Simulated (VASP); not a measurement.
# Zn (P-1) in VASP: electric field gradients with PBEsol

Aim: the electric field gradients of Zn with PBEsol.

Program: VASP 6.6.1. These are calculated values, not measurements. Logs are shortened: lines on timing, memory, paths and dates and some standing lists are left out, and cuts for length are marked.

## (1) The cell of the first run

The typed cell holds 2 atoms: a = 2.615 Å, b = 2.597 Å, c = 4.873 Å, α = 89.68°, β = 89.14°, γ = 119.35°.

## (2) Electric field gradients, PBEsol (equal xy, yz and zx shear strains of +1.5 %)

INCAR reads:

```
ALGO     = Fast           # electronic algorithm
EDIFF    = 1E-8           # SCF threshold, eV
ENCUT    = 520            # plane-wave cutoff, eV
GGA      = PS             # functional
ISIF     = 2              # what is computed and relaxed
ISMEAR   = -1             # smearing method
LASPH    = True           # aspherical terms in the spheres
LCHARG   = False          # write CHGCAR
LEFG     = True         
LREAL    = False          # projectors in reciprocal space
LWAVE    = False          # write WAVECAR
NBANDS   = 19             # bands
NELM     = 100            # most SCF steps
PREC     = Accurate       # precision mode
SIGMA    = 0.03           # smearing width, eV
```

KPOINTS reads:

```
k-points
0
Gamma
  18 18 9
```

POSCAR reads:

```
Zn
1.0
    2.6143598013      0.0196076985      0.0196076985
   -1.2901991356      2.2542981533      0.0071769158
    0.0365487076      0.0365487076      4.8731610200
Zn
2
Direct
    0.3333333333      0.6666666667      0.2500000000
    0.6666666667      0.3333333333      0.7500000000
```

Potentials or basis: VASP PAW PBE potentials, release 64 (Zn).

Started as:

```sh
> cat potpaw_PBE.64/Zn/POTCAR > POTCAR
> mpirun -np 1 vasp_std > vasp.out
```

OUTCAR:

```text
EDIFF = 1E-8
   ENCUT = 520
   GGA = PS
   ISIF = 2
   ISMEAR = -1
   LASPH = True
   LREAL = False
   NELM = 100
   PREC = Accurate

 ion  position               nearest neighbor table
   1  0.333  0.667  0.250-   2 2.85   2 2.85   2 2.85   2 2.87   2 2.89   2 2.90
   2  0.667  0.333  0.750-   1 2.85   1 2.85   1 2.85   1 2.87   1 2.89   1 2.90

  LATTYP: Found a triclinic cell.
 ALAT       =     2.6314951467
 B/A-ratio  =     0.9870462642
 C/A-ratio  =     1.8519643229
 COS(alpha) =     0.0055466261
 COS(beta)  =     0.0204321444
 COS(gamma) =     0.5000425004

  Lattice vectors:

 A1 = (   1.3241606657,   2.2739058518,   0.0267846143)
 A2 = (  -1.2901991356,   2.2542981533,   0.0071769158)
 A3 = (   0.0365487076,   0.0365487076,   4.8731610200)

Analysis of symmetry for initial positions (statically):
=====================================================================
 Subroutine PRICEL returns:
 Original cell was already a primitive cell.

 Routine SETGRP: Setting up the symmetry group for a
 triclinic supercell.

 Subroutine GETGRP returns: Found  2 space group operations
 (whereof  2 operations were pure point group operations)
 out of a pool of  2 trial point group operations.

The static configuration has the point symmetry S_2 .

Analysis of symmetry for dynamics (positions and initial velocities):
=====================================================================
 Subroutine PRICEL returns:
 Original cell was already a primitive cell.

 Routine SETGRP: Setting up the symmetry group for a
 triclinic supercell.

 Subroutine GETGRP returns: Found  2 space group operations
 (whereof  2 operations were pure point group operations)
 out of a pool of  2 trial point group operations.

The dynamic configuration has the point symmetry S_2 .

 Subroutine INISYM returns: Found  2 space group operations
 (whereof  2 operations are pure point group operations),
 and found     1 'primitive' translations

----------------------------------------------------------------------------------------

                                     Primitive cell

  volume of cell :      28.8403

  direct lattice vectors                    reciprocal lattice vectors
[... 123 lines left out ...]
   NGX =  9   NGY =  9   NGZ = 19

 number of electron      24.0000024 magnetization

 Free energy of the ion-electron system (eV)
  ---------------------------------------------------
  ext. energy  EPLUGINS =         0.00000000
  ---------------------------------------------------
  free energy    TOTEN  =        -3.16801181 eV

  energy without entropy =       -3.16700456  energy(sigma->0) =       -3.16750818

 E-fermi :   3.4223     XC(G=0): -11.9824

 val. band max:        3.4221478206   @ k =   0.4444   0.2222   0.2222
 cond. band min:       3.4232357841   @ k =   0.0000   0.1111   0.2222
 fundamental gap:      0.0010879635
 Fermi energy:         3.4223040008

 k-point     1 :       0.0000    0.0000    0.0000
  band No.  band energies     occupation
      1      -7.5250      2.00000
      2      -5.5262      2.00000
      3      -4.7323      2.00000
      4      -4.5086      2.00000
      5      -4.4521      2.00000
      6      -4.4376      2.00000
[... 505 lines left out ...]
      6      -4.2909      2.00000
[... 11 lines left out ...]
     18      19.8559      0.00000
     19      20.6972      0.00000

 [... further k-points ...]

------------------------ aborting loop because EDIFF is reached ----------------------------------------

  FORCE on cell =-STRESS in cart. coord.  units (eV):
  Direction    XX          YY          ZZ          XY          YZ          ZX
  --------------------------------------------------------------------------------------
  -------------------------------------------------------------------------------------
  Total       -0.2622376     -0.2202414      0.0093825     -0.1713840     -0.1304079     -0.1215321
  in kB      -14.5682158    -12.2351820      0.5212300     -9.5209795     -7.2446167     -6.7515330
  external PRESSURE =      -8.7607226 kB  Pullay stress =       0.0000000 kB

 VOLUME and BASIS-vectors are now :
 -----------------------------------------------------------------------------
  energy-cutoff  :      520.00
  volume of cell :       28.84
      direct lattice vectors                 reciprocal lattice vectors
     2.614359801  0.019607698  0.019607698     0.380901398  0.218015035 -0.004491873
    -1.290199136  2.254298153  0.007176916    -0.003288279  0.441725538 -0.003288279
     0.036548708  0.036548708  4.873161020    -0.001527756 -0.001527756  0.205228530

 POSITION                                       TOTAL-FORCE (eV/Angst)
 -----------------------------------------------------------------------------------
      0.02046      1.51854      1.22961         0.005373      0.000976      0.000077
      1.34025      0.79192      3.67033        -0.005373     -0.000976     -0.000077
 -----------------------------------------------------------------------------------
    total drift:                                0.000000     -0.000000      0.000000

  FREE ENERGIE OF THE ION-ELECTRON SYSTEM (eV)
  ---------------------------------------------------
  free  energy   TOTEN  =        -3.1680118122 eV

  energy  without entropy=       -3.1670045570  energy(sigma->0) =       -3.16750818

 Electric field gradients (V/A^2)
---------------------------------------------------------------------
 ion       V_xx      V_yy      V_zz      V_xy      V_xz      V_yz
---------------------------------------------------------------------
   1     -18.872   -19.503    38.374     3.365     1.327     1.437
   2     -18.872   -19.503    38.374     3.365     1.327     1.437
---------------------------------------------------------------------

 Electric field gradients after diagonalization (V/A^2)
 (convention: |V_zz| > |V_xx| > |V_yy|)
----------------------------------------------------------------------
 ion       V_xx      V_yy      V_zz     asymmetry (V_yy - V_xx)/ V_zz
----------------------------------------------------------------------
   1     -22.568   -15.877    38.445       0.174
   2     -22.568   -15.877    38.445       0.174
----------------------------------------------------------------------

           NMR quadrupolar parameters

 Cq : quadrupolar parameter    Cq=e*Q*V_zz/h
 eta: asymmetry parameters     (V_yy - V_xx)/ V_zz
 Q  : nuclear electric quadrupole moment in mb (millibarn)
----------------------------------------------------------------------
 ion       Cq(MHz)       eta       Q (mb)
----------------------------------------------------------------------
   1       0.093       0.174       1.000
   2       0.093       0.174       1.000
----------------------------------------------------------------------
```

OSZICAR:

```text
N       E                     dE             d eps       ncg     rms          rms(c)
DAV:   1     0.111868551315E+03    0.11187E+03   -0.12329E+04 57904   0.203E+03
DAV:   2     0.162261268538E+01   -0.11025E+03   -0.10642E+03 55842   0.296E+02
DAV:   3    -0.346325248875E+01   -0.50859E+01   -0.50654E+01 61024   0.700E+01
DAV:   4    -0.349266960589E+01   -0.29417E-01   -0.29409E-01 60342   0.547E+00
DAV:   5    -0.349270483963E+01   -0.35234E-04   -0.35233E-04 60231   0.172E-01    0.465E+00
RMM:   6    -0.319032374916E+01    0.30238E+00   -0.11091E+00 64500   0.126E+01    0.340E+00
RMM:   7    -0.317640873506E+01    0.13915E-01   -0.35125E-02 66508   0.264E+00    0.170E+00
RMM:   8    -0.316815502176E+01    0.82537E-02   -0.62137E-03 64093   0.619E-01    0.142E-01
RMM:   9    -0.316803829434E+01    0.11673E-03   -0.17893E-03 67896   0.601E-01    0.907E-02
RMM:  10    -0.316801075102E+01    0.27543E-04   -0.14120E-04 67267   0.119E-01    0.464E-03
RMM:  11    -0.316801180371E+01   -0.10527E-05   -0.12568E-05 66519   0.347E-02    0.326E-03
RMM:  12    -0.316801201356E+01   -0.20985E-06   -0.26202E-06 68026   0.199E-02    0.776E-03
RMM:  13    -0.316801180343E+01    0.21013E-06   -0.97423E-07 67892   0.124E-02    0.437E-04
RMM:  14    -0.316801181222E+01   -0.87975E-08   -0.14751E-08 43607   0.114E-03
   1 F= -.31680118E+01 E0= -.31675082E+01  d E =-.100726E-02
```

stdout:

```text
POSCAR found type information on POSCAR Zn
 POSCAR found :  1 types and       2 ions
 scaLAPACK will be used
[... 52 lines left out ...]
 num prob  num prob  num prob  num prob  num prob  num prob  num prob  num prob  num prob  num prob  num prob WARNING in EDDRMM: call to ZHEGV failed, returncode =   8  4     16
 num prob  num prob  num prob  num prob  num prob  num prob  num prob  num prob  num prob  num prob  num prob  num prob  num prob WARNING in EDDRMM: call to ZHEGV failed, returncode =   8  4     18
 num prob  num prob  num prob  num prob  num prob  num prob  num prob  num prob  num prob  num prob  num prob  num prob  num prob  num prob  num prob  num prob  num prob  num prob  num prob  num prob  num prob  num prob  num prob RMM:  14    -0.316801181222E+01   -0.87975E-
```

Wall time 4.9 min (1 thread of Intel Xeon 6975P-C (Granite Rapids), shared host); peak memory 0.68 GiB.

Results:

| Item | Value |
| --- | --- |
| Free energy | -3.1680 eV |
| Pressure | -0.9 GPa |
| Largest force | 0.005 eV/Å |
| Band gap on the k mesh | none (metal or under the smearing width) |

Forces on the atoms (eV/Å):
```
Zn   0.005  0.001  0.000
Zn  -0.005 -0.001  0.000
```

Levels at points of the mesh, in eV from the Fermi level:
```
           k point  band 9  band 10  band 11  band 12  band 13  band 14  band 15  band 16
(0.00, 0.00, 0.00)   -7.46    -7.25    -7.23    -4.04    -3.14    13.86    17.58    17.88
(0.50, 0.00, 0.00)   -7.05    -7.03    -3.17    -2.38     2.45     3.47     4.11     5.70
(0.00, 0.50, 0.00)   -7.05    -7.02    -3.10    -2.28     2.58     3.54     4.26     5.76
(0.50, 0.50, 0.00)   -7.04    -7.02    -3.03    -2.18     2.71     3.60     4.42     5.82
```

Electric field gradients, principal values (V/Å²):
| atom | Vxx | Vyy | Vzz |
| --- | --- | --- | --- |
| 1 Zn | -15.877 | -22.568 | 38.445 |
| 2 Zn | -15.877 | -22.568 | 38.445 |

Caveat: the PAW data sets were made with another functional, which shifts forces and pressure a little.
